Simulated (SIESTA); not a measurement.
C:

```
C
1.0
     0.00000    1.78337    1.78337
     1.78337    0.00000    1.78337
     1.78337    1.78337    0.00000
C
2
Direct
  0.75000 0.75000 0.75000
  0.50000 0.50000 0.50000
```

This isn't the form of C at room conditions, which is graphite.

Base run:

```yaml
Program: SIESTA 5.4.2
Functional: PBE
Potentials_or_basis: PseudoDojo 0.4 standard (PBE files)
Basis: SZ (energy shift 0.002 Ry)
Grid_cutoff: 500 Ry
Energy_shift: 0.002 Ry
k_mesh: 13 × 13 × 13
Occupations: fermi-dirac, width 0.05 eV
Spin: no spin polarisation
```

Its results: band gap on the k mesh 6.09 eV, indirect (least direct gap 6.32 eV); pressure 23.4 GPa.

Question: The run is repeated on the same cell with these changes: functional from PBE to vdW-DF-cx; basis from SZ (energy shift 0.002 Ry) to DZP (energy shift 0.002 Ry). What comes out?

Answer: Band gap on the k mesh 4.23 eV, indirect (least direct gap 5.66 eV); pressure 7.9 GPa.

Several settings changed at once, so the effect can't be laid on one alone.

Caveats: the basis of atomic orbitals isn't converged, which shifts pressures, moduli and gaps; the basis has no polarisation orbitals (some runs); so large a pressure means that the cell lies far from this level's equilibrium, or that cutoff or potentials fall short (some runs); the potentials were made for another functional, which shifts forces and pressure (some runs).
